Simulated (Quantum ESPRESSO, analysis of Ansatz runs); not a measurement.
## Migration in HfO2 (P2_1/c): O_i by the interstitialcy path, charge −2 (Quantum ESPRESSO)

Aim: the barrier of one jump in HfO2 (P2_1/c) at charge −2: O_i by the interstitialcy path. The model is a cell of 48 host atoms with 1 O put in; O is the atom that moves.

Calculated with Quantum ESPRESSO 7.5; Quantum ESPRESSO plane-wave DFT, PBEsol, GBRV 1.5 PBEsol potentials; nudged elastic band between two relaxed defect structures at fixed charge in a uniform background.

## 1. Set-up

The cell holds 49 atoms: 16 Hf and 33 O. Cell: a = 9.411 Å, b = 8.427 Å, c = 9.411 Å, α = 110.9°, β = 113.5°, γ = 108.4°. It derives from HfO2 (space group P2_1/c). Nearest the centre at fractional (0.690, 0.855, 0.735): O44 at 0.91 Å, O49 at 1.03 Å, Hf4 at 2.12 Å, Hf8 at 2.17 Å, O48 at 2.29 Å, O39 at 2.29 Å, Hf10 at 2.72 Å, O28 at 2.74 Å. The cell carries charge −2.

The cell's shortest repeat is 8.4 Å.

## 2. Relaxation of the start point, charge −2

The ends come first: from an unrelaxed start the top is counted from too high an energy, and the barrier comes out too low. Small random displacements break the symmetry of the ideal sites, so that the defect can distort if it gains by it. The charge of −2 is set by the electron count, and a uniform background keeps the cell neutral.

pw.in reads:

```
&CONTROL
  calculation = 'relax'
  prefix = 'pwscf'
  outdir = './tmp'
  pseudo_dir = './pseudo'
  tprnfor = .true.
  disk_io = 'low'
  nstep = 70
  forc_conv_thr = 0.0012
  etot_conv_thr = 0.0001
/
&SYSTEM
  ibrav = 0
  nat = 49
  ntyp = 2
  ecutwfc = 36
  ecutrho = 288
  nbnd = 200
  occupations = 'fixed'
  tot_charge = -2
  nosym = .true.
/
&ELECTRONS
  conv_thr = 5d-08
  electron_maxstep = 100
  mixing_beta = 0.5
/
&IONS
  ion_dynamics = 'bfgs'
/
ATOMIC_SPECIES
Hf   178.4900 hf_pbesol_v1.uspp.F.UPF
O     15.9990 o_pbesol_v1.2.uspp.F.UPF
CELL_PARAMETERS angstrom
  -5.9416700219    5.1632183080    5.1583953540
   4.2040263251   -5.1632183080    5.1655566081
   5.9416700219    5.1632183080   -5.1583953540
ATOMIC_POSITIONS crystal
Hf     0.0826846387    0.4926019833    0.8675515790
Hf     0.0826846387    0.9926019833    0.3675515790
Hf     0.5844084282    0.4915541547    0.3702292635
Hf     0.5855223344    0.9918887040    0.8672820142
Hf     0.3749495956    0.2573980167    0.8400826553
Hf     0.3716377794    0.7577123314    0.3387688743
Hf     0.8749495956    0.2573980167    0.3400826553
Hf     0.8727530569    0.7575715318    0.8368622624
Hf     0.4173153613    0.0073980167    0.1324484210
Hf     0.4176581380    0.5052157119    0.6294133870
Hf     0.9150641302    0.0032176899    0.6290412458
Hf     0.9173153613    0.5073980167    0.1324484210
Hf     0.1258745819    0.2406378475    0.1619763487
Hf     0.1250504044    0.7426019833    0.6599173447
Hf     0.6273286955    0.2431507350    0.6584294075
Hf     0.6250504044    0.7426019833    0.1599173447
O      0.3615726824    0.2141022888    0.5938855746
O      0.3615726824    0.7141022888    0.0938855746
O      0.8640895307    0.2130004264    0.0958426337
O      0.8628575047    0.7139120091    0.5972595581
O      0.3797832858    0.0358977112    0.8974703936
O      0.3780980652    0.5327712991    0.3935088151
O      0.8797832858    0.0358977112    0.3974703936
O      0.8797832858    0.5358977112    0.8974703936
O      0.1384273176    0.2858977112    0.4061144254
O      0.1384273176    0.7858977112    0.9061144254
O      0.6404139887    0.2845271708    0.9082823544
O      0.6398293830    0.7831765220    0.4062524982
O      0.1202167142    0.4641022888    0.1025296064
O      0.1202167142    0.9641022888    0.6025296064
O      0.6214887563    0.4624654880    0.6047972759
O      0.6216108219    0.9683364028    0.1053435347
O      0.3393410070    0.2053133674    0.2074563250
O      0.3377849421    0.7012726569    0.7041840563
O      0.8410515554    0.2043357573    0.7102037846
O      0.8393410070    0.7053133674    0.2074563250
O      0.5021429576    0.0446866326    0.3840276395
O      0.4993543562    0.5457787575    0.8827297415
O      1.0000183885    0.0455963746    0.8814233496
O      1.0021429576    0.5446866326    0.3840276395
O      0.1606589930    0.2946866326    0.7925436750
O      0.1606589930    0.7946866326    0.2925436750
O      0.6606589930    0.2946866326    0.2925436750
O      0.6605176869    0.7982371885    0.7926662352
O     -0.0021429576    0.4553133674    0.6159723605
O     -0.0028168979    0.9575784687    0.1186511193
O      0.4978570424    0.4553133674    0.1159723605
O      0.4953093125    0.9508426455    0.6137403912
O      0.7185543043    0.9193289499    0.6672294428
K_POINTS gamma
```

On the command line:

```sh
> OMP_NUM_THREADS=1 mpirun -n 4 pw.x -in pw.in > pw.out
```

What it wrote:

```text
[shortened: banners, details of potentials and solvers, and blank lines are left out]
     gamma-point specific algorithms are used
     one sub-group per band group will be used
     scalapack distributed-memory algorithm (size of sub-group:  2*  2 procs)
     bravais-lattice index     =            0
     lattice parameter (alat)  =      17.7847  a.u.
     unit-cell volume          =    3650.0307 (a.u.)^3
     number of atoms/cell      =           49
     number of atomic types    =            2
     number of electrons       =       392.00
     number of Kohn-Sham states=          200
     kinetic-energy cutoff     =      36.0000  Ry
     charge density cutoff     =     288.0000  Ry
     scf convergence threshold =      5.0E-08
     mixing beta               =       0.5000
     number of iterations used =            8  plain     mixing
     energy convergence thresh.=      1.0E-04
     force convergence thresh. =      1.2E-03
     Exchange-correlation= SLA  PW   PSX  PSC
                           (   1   4  10   8   0   0   0)
     nstep                     =           70
     crystal axes: (cart. coord. in units of alat)
               a(1) = (  -0.631338   0.548623   0.548110 )
               a(2) = (   0.446703  -0.548623   0.548871 )
               a(3) = (   0.631338   0.548623  -0.548110 )
     PseudoPot. # 1 for Hf read from file:
     hf_pbesol_v1.uspp.F.UPF
     Pseudo is Ultrasoft + core correction, Zval = 12.0
[...]
PseudoPot. # 2 for O  read from file:
     o_pbesol_v1.2.uspp.F.UPF
     Pseudo is Ultrasoft + core correction, Zval =  6.0
[...]
atomic species   valence    mass     pseudopotential
     Hf               12.00   178.49000     Hf( 1.00)
     O                 6.00    15.99900     O ( 1.00)
     No symmetry found
     site n.     atom                  positions (alat units)
         1        Hf     tau(   1) = (   0.7155632   0.2510686  -0.1598186  )
         2        Hf     tau(   2) = (   0.6232457  -0.2975543   0.3886723  )
         3        Hf     tau(   3) = (   0.0843593   0.2540582   0.3871939  )
         4        Hf     tau(   4) = (   0.6209653   0.2528689   0.3899839  )
         5        Hf     tau(   5) = (   0.4086367   0.5253801  -0.1136659  )
         6        Hf     tau(   6) = (   0.3177210  -0.0259530   0.4339024  )
         7        Hf     tau(   7) = (  -0.2227014   0.5253801   0.4344446  )
         8        Hf     tau(   8) = (   0.3157503   0.5223131   0.4354815  )
[...]
number of k points=     1
                       cart. coord. in units 2pi/alat
        k(    1) = (   0.0000000   0.0000000   0.0000000), wk =   2.0000000
     Dense  grid:   150556 G-vectors     FFT dimensions: ( 100,  90, 100)
     Smooth grid:    53237 G-vectors     FFT dimensions: (  72,  64,  72)
     Check: negative core charge=   -0.000005
     starting charge     357.9999, renormalised to     392.0000
     Self-consistent Calculation
     iteration #  1     ecut=    36.00 Ry     beta= 0.50
     total energy              =   -3603.03327918 Ry
     estimated scf accuracy    <      16.30396572 Ry
     iteration #  2     ecut=    36.00 Ry     beta= 0.50
     total energy              =   -3601.22195092 Ry
     estimated scf accuracy    <      13.33361088 Ry
     iteration #  3     ecut=    36.00 Ry     beta= 0.50
     total energy              =   -3605.51654547 Ry
     estimated scf accuracy    <       7.51736591 Ry
[...]
estimated scf accuracy    <       0.00054769 Ry
     iteration # 10     ecut=    36.00 Ry     beta= 0.50
     total energy              =   -3605.51445230 Ry
     estimated scf accuracy    <       0.00030648 Ry
[... 214 further cycles ...]
     iteration #  7     ecut=    36.00 Ry     beta= 0.50
     total energy              =   -3606.01931764 Ry
     estimated scf accuracy    <          1.2E-09 Ry
     iteration #  8     ecut=    36.00 Ry     beta= 0.50
     End of self-consistent calculation
          k = 0.0000 0.0000 0.0000 (  6643 PWs)   bands (ev):
   -49.1383 -49.1262 -49.1176 -49.0906 -49.0884 -49.0754 -49.0620 -49.0612
   -49.0545 -49.0298 -49.0162 -49.0024 -48.9990 -48.9789 -48.8997 -48.8426
   -18.2607 -18.2291 -18.1819 -18.1557 -18.1440 -18.1357 -18.1142 -18.0883
   -18.0720 -18.0651 -18.0586 -18.0466 -18.0402 -18.0158 -17.9991 -17.9795
   -17.9649 -17.9616 -17.9507 -17.9413 -17.9208 -17.8928 -17.8691 -17.8579
   -17.8505 -17.8436 -17.8278 -17.8237 -17.8096 -17.8041 -17.7945 -17.7692
   -17.7604 -17.7420 -17.7376 -17.7295 -17.7198 -17.7131 -17.7104 -17.6941
   -17.6812 -17.6745 -17.6646 -17.6332 -17.5994 -17.5771 -17.5410 -17.4690
[...]
highest occupied, lowest unoccupied level (ev):    11.6203   15.5394
!    total energy              =   -3606.01931764 Ry
     estimated scf accuracy    <          6.0E-11 Ry
     The total energy is the sum of the following terms:
     one-electron contribution =    -501.91193612 Ry
     hartree contribution      =     485.94009460 Ry
     xc contribution           =   -1448.21247765 Ry
     ewald contribution        =   -2141.83499848 Ry
     convergence has been achieved in   8 iterations
     Forces acting on atoms (cartesian axes, Ry/au):
     atom    1 type  1   force =     0.00017855   -0.00028129    0.00009953
     atom    2 type  1   force =    -0.00043273   -0.00036212   -0.00007192
     atom    3 type  1   force =     0.00004753    0.00052036   -0.00043301
     atom    4 type  1   force =     0.00094643   -0.00038358   -0.00039205
     atom    5 type  1   force =    -0.00016936    0.00005195    0.00053920
     atom    6 type  1   force =     0.00001370    0.00023157    0.00016994
     atom    7 type  1   force =    -0.00001207    0.00019735   -0.00020953
     atom    8 type  1   force =     0.00003211    0.00009434   -0.00031025
[...]
Total force =     0.004587     Total SCF correction =     0.000022
     Energy error            =      4.4E-05 Ry
     Gradient error          =      1.5E-03 Ry/Bohr
     number of scf cycles    =  25
     number of bfgs steps    =  24
     energy             old  =   -3606.0192740673 Ry
     energy             new  =   -3606.0193176438 Ry
     CASE: energy            _new < energy            _old
     new trust radius        =       0.0068490694 bohr
     new conv_thr            =       0.0000000005 Ry
ATOMIC_POSITIONS (crystal)
Hf               0.0794549891        0.4941579343        0.8622802800
Hf               0.0784840157        0.9929760755        0.3660722611
Hf               0.5870932311        0.5024351799        0.3698435277
Hf               0.6046008224        0.9712380801        0.8483399974
Hf               0.3604931266        0.2424049982        0.8343245561
Hf               0.3746654079        0.7625662943        0.3369326679
Hf               0.8735462813        0.2575997937        0.3348866519
Hf               0.8716382648        0.7765620581        0.8427799587
[...]
Check: negative core charge=   -0.000004
     Self-consistent Calculation
     iteration #  1     ecut=    36.00 Ry     beta= 0.50
     total energy              =   -3606.01934274 Ry
     estimated scf accuracy    <       0.00004545 Ry
     iteration #  2     ecut=    36.00 Ry     beta= 0.50
     total energy              =   -3606.01934858 Ry
     estimated scf accuracy    <       0.00000933 Ry
     iteration #  3     ecut=    36.00 Ry     beta= 0.50
     total energy              =   -3606.01935041 Ry
     estimated scf accuracy    <       0.00000139 Ry
[...]
estimated scf accuracy    <       0.00000004 Ry
     iteration #  6     ecut=    36.00 Ry     beta= 0.50
     total energy              =   -3606.01935063 Ry
     estimated scf accuracy    <          8.3E-09 Ry
     iteration #  7     ecut=    36.00 Ry     beta= 0.50
     total energy              =   -3606.01935063 Ry
     estimated scf accuracy    <          6.0E-10 Ry
     iteration #  8     ecut=    36.00 Ry     beta= 0.50
     End of self-consistent calculation
          k = 0.0000 0.0000 0.0000 (  6643 PWs)   bands (ev):
   -49.1368 -49.1277 -49.1182 -49.0889 -49.0869 -49.0751 -49.0624 -49.0608
   -49.0549 -49.0297 -49.0147 -49.0012 -48.9975 -48.9790 -48.9013 -48.8424
   -18.2609 -18.2287 -18.1817 -18.1556 -18.1437 -18.1356 -18.1136 -18.0880
   -18.0720 -18.0646 -18.0582 -18.0463 -18.0398 -18.0157 -17.9985 -17.9791
   -17.9647 -17.9615 -17.9504 -17.9407 -17.9206 -17.8929 -17.8687 -17.8576
   -17.8500 -17.8436 -17.8274 -17.8232 -17.8092 -17.8039 -17.7941 -17.7688
   -17.7602 -17.7420 -17.7371 -17.7290 -17.7196 -17.7126 -17.7102 -17.6942
   -17.6809 -17.6742 -17.6641 -17.6334 -17.5993 -17.5772 -17.5408 -17.4694
[...]
highest occupied, lowest unoccupied level (ev):    11.6223   15.5403
!    total energy              =   -3606.01935063 Ry
     estimated scf accuracy    <          7.4E-11 Ry
     The total energy is the sum of the following terms:
     one-electron contribution =    -501.91572555 Ry
     hartree contribution      =     485.94393267 Ry
     xc contribution           =   -1448.21379153 Ry
     ewald contribution        =   -2141.83376621 Ry
     convergence has been achieved in   8 iterations
     Forces acting on atoms (cartesian axes, Ry/au):
     atom    1 type  1   force =     0.00020953   -0.00018699    0.00032121
     atom    2 type  1   force =    -0.00032732   -0.00022214    0.00000733
     atom    3 type  1   force =    -0.00004584    0.00065945   -0.00037886
     atom    4 type  1   force =     0.00043091   -0.00039866   -0.00023607
     atom    5 type  1   force =     0.00015312   -0.00003433    0.00020761
     atom    6 type  1   force =    -0.00028854    0.00022561    0.00022867
     atom    7 type  1   force =     0.00016417   -0.00011457   -0.00001624
     atom    8 type  1   force =     0.00013078   -0.00010387   -0.00027958
[...]
Total force =     0.003897     Total SCF correction =     0.000033
     Energy error            =      3.3E-05 Ry
     Gradient error          =      1.1E-03 Ry/Bohr
     bfgs converged in  26 scf cycles and  25 bfgs steps
     (criteria: energy <  1.0E-04 Ry, force <  1.2E-03 Ry/Bohr)
     End of BFGS Geometry Optimization
     Final energy             =   -3606.0193506284 Ry
Begin final coordinates
ATOMIC_POSITIONS (crystal)
Hf               0.0794549891        0.4941579343        0.8622802800
Hf               0.0784840157        0.9929760755        0.3660722611
Hf               0.5870932311        0.5024351799        0.3698435277
Hf               0.6046008224        0.9712380801        0.8483399974
Hf               0.3604931266        0.2424049982        0.8343245561
Hf               0.3746654079        0.7625662943        0.3369326679
Hf               0.8735462813        0.2575997937        0.3348866519
Hf               0.8716382648        0.7765620581        0.8427799587
[...]
End final coordinates
   JOB DONE.
```

Wall time 9.5 min (4 MPI ranks of Arm Neoverse V1, shared host); peak memory 1.4 GiB.

The steps of the relaxation (22 of 26):

```tsv
step	energy less that of the first step (eV)
0	0.0000
1	-2.7881
2	-4.2929
4	-5.4885
5	-5.9406
6	-6.1676
7	-6.3317
8	-6.4882
10	-6.6872
11	-6.7415
12	-6.7862
13	-6.8145
14	-6.8337
15	-6.8459
17	-6.8574
18	-6.8605
19	-6.8627
20	-6.8646
21	-6.8661
23	-6.8679
24	-6.8685
25	-6.8690
```

The atoms that moved most (Å):

```tsv
atom	dx	dy	dz	length
O44	0.353	0.704	-0.602	0.991
O49	0.127	0.453	-0.361	0.593
O38	0.105	-0.220	-0.356	0.432
O39	-0.104	0.292	0.238	0.391
Hf4	-0.313	0.107	0.089	0.343
O35	-0.027	-0.185	0.083	0.205
O46	-0.068	0.113	0.156	0.204
O34	-0.093	-0.072	0.163	0.201
```

Neighbours of O49 at the end:

```tsv
atom	distance (Å)
Hf4	2.083
Hf8	2.125
Hf11	2.150
O44	2.332
O39	2.369
O48	2.485
O28	2.581
O20	2.584
```

Read from the output:

- highest filled level: 11.62 eV
- lowest empty level: 15.54 eV
- r.m.s. move of the farther half of the atoms: 0.08293 Å
- largest move from the ideal geometry of this structure, a common shift of the far atoms taken out: 0.9985 Å

The relaxation gained 6.869 eV and ended with a largest force component of 0.029 eV/Å.

[end of part 1 of 3]

[Logs are printed without paths, hosts, clocks, repeated set-up lines and the standing remarks that a program may print on its own settings, such as how far it seeks lower states.]

[Hosts, paths, dates, database ids (printed as entryN), source tags and the programs' standing remarks are cut or masked in the printed files.]
